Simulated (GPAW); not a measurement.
Runs of GPAW 26.7.0 on MoS2. The cell holds a slab with vacuum, 3 atoms: a = 3.184 Å, b = 3.184 Å, c = 17.335 Å, α = 90.00°, β = 90.00°, γ = 120.00°. 

| task | level | potentials or basis | smearing | maxiter | convergence | response ecut | response k mesh | response bands | gap on the mesh (eV) | largest force (eV/Å) |
| --- | --- | --- | --- | --- | --- | --- | --- | --- | --- | --- |
| single point | PBE | GPAW PAW data sets (gpaw-data 1.2.1), pw | fermi-dirac 0.05 eV | 120 | default | - | - | - | 1.75 | 0.23 |
| dielectric tensor | LDA | the program's PAW data sets (release 1.2.1) made for this functional, pw | fermi-dirac 0.001 eV | 150 | - | 80 eV | 13 × 13 × 3 | 43 | 1.75 | - |
| dielectric tensor | RPBE | the program's PAW data sets (release 1.2.1) made for this functional, pw | fermi-dirac 0.001 eV | 150 | - | 80 eV | 13 × 13 × 3 | 43 | 1.75 | - |
| single point | LDA | the program's PAW data sets (release 1.2.1) made for this functional, pw | fermi-dirac 0.05 eV | 120 | default | - | - | - | 1.75 | (a) |

Alike in all rows: no spin polarisation; cell as given; k mesh 8 × 8 × 2; cutoff (eV) 500.

Task: Estimate the missing entries.

Result: (a) 0.44.

Caveats: the cutoff is short for stress and forces, so pressures can be off by a GPa or more (some runs); the long-wavelength limit can be off by several per cent where d states take part (some runs).

A k mesh can miss the band edges, and the runs leave out spin-orbit coupling on Mo.
